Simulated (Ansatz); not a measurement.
Sn:

```
Sn
1.0
    -2.94014    2.94014    1.59930
     2.94014   -2.94014    1.59930
     2.94014    2.94014   -1.59930
Sn
2
Direct
  0.00000 0.00000 0.00000
  0.75000 0.25000 0.50000
```

- Program: Ansatz 0.2.0
- Task: relaxation of cell and atoms
- Functional: PBE
- Potentials or basis: Ansatz PAW
- Cutoff: 420 eV (not typed: the program's choice for these potentials)
- k mesh: 9 × 9 × 9
- Occupations: fermi-dirac, width 0.05 eV
- Spin: no spin polarisation

At the start: volume 27.65 Å³/atom.

Question: Where does the relaxation end?

Answer: It ends after 4 steps and the volume is 28.43 Å³/atom (+2.8 %); space group I4_1/amd (No. 141, to 0.05 Å).

Step by step:
```csv
step,energy change (eV),largest force (eV/Å),volume (Å³)
1,0.0000,0.0000,55.30
2,-0.0056,0.0000,57.38
3,-0.0064,0.0000,56.86
4,-0.0068,0.0000,56.86
```

Final structure:
```
Sn
1.0
    -2.97178    2.97178    1.60969
     2.97178   -2.97178    1.60969
     2.97178    2.97178   -1.60969
Sn
2
Cartesian
  0.0000 0.0000 0.0000
  0.0000 2.9718 0.8048
```

Caveat: the plane-wave basis is chosen anew once the cell has moved, so the energies of steps on either side of that aren't comparable.
